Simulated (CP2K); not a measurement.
# BN in CP2K: the effect of exact exchange

Crystal: BN.

```
CELL_PARAMETERS angstrom
5.01608 0.00000 0.00000
-2.49342 4.35246 0.00000
-1.26133 -2.17623 6.04508
ATOMIC_POSITIONS crystal
N 0.33425 0.16619 0.49250
B 0.48982 0.49175 0.00090
N 0.83425 0.16619 0.49250
B 0.98982 0.49175 0.00090
N 0.33425 0.66619 0.49250
B 0.48982 0.99175 0.00090
N 0.83425 0.66619 0.49250
B 0.98982 0.99175 0.00090
N 0.33425 0.16619 0.99250
B 0.48982 0.49175 0.50090
N 0.83425 0.16619 0.99250
B 0.98982 0.49175 0.50090
N 0.33425 0.66619 0.99250
B 0.48982 0.99175 0.50090
N 0.83425 0.66619 0.99250
B 0.98982 0.99175 0.50090
```

The cell comes from a database or a generator and needn't be the stable form of this composition.

Alike in all runs:

```yaml
Program: CP2K 2026.2
Task: single point
Functional: PBE-hybrid
Potentials_or_basis: POTENTIAL_UZH N GTH-PBE0-q5, B GTH-PBE0-q3; DZVP-MOLOPT-PBE0-GTH basis
Density_cutoff: 6123 eV
Occupations: fixed
Spin: no spin polarisation
```

| exact exchange | largest force (eV/Å) |
| --- | --- |
| 0.25 | 3.40 |
| 0.1 | 3.28 |
| 0.4 | ? |

**Question.** What does the run with exact exchange 0.4 give?

**Answer.** Largest force 3.51 eV/Å.

Caveats: a small supercell at the Gamma point samples the zone coarsely, so gaps, energies and pressures aren't converged; exact exchange is cut off at a short radius in a small supercell, so this isn't the converged functional; the potentials were made for another functional, which shifts forces and pressure.

Runs at the PBE level aren't shown here.
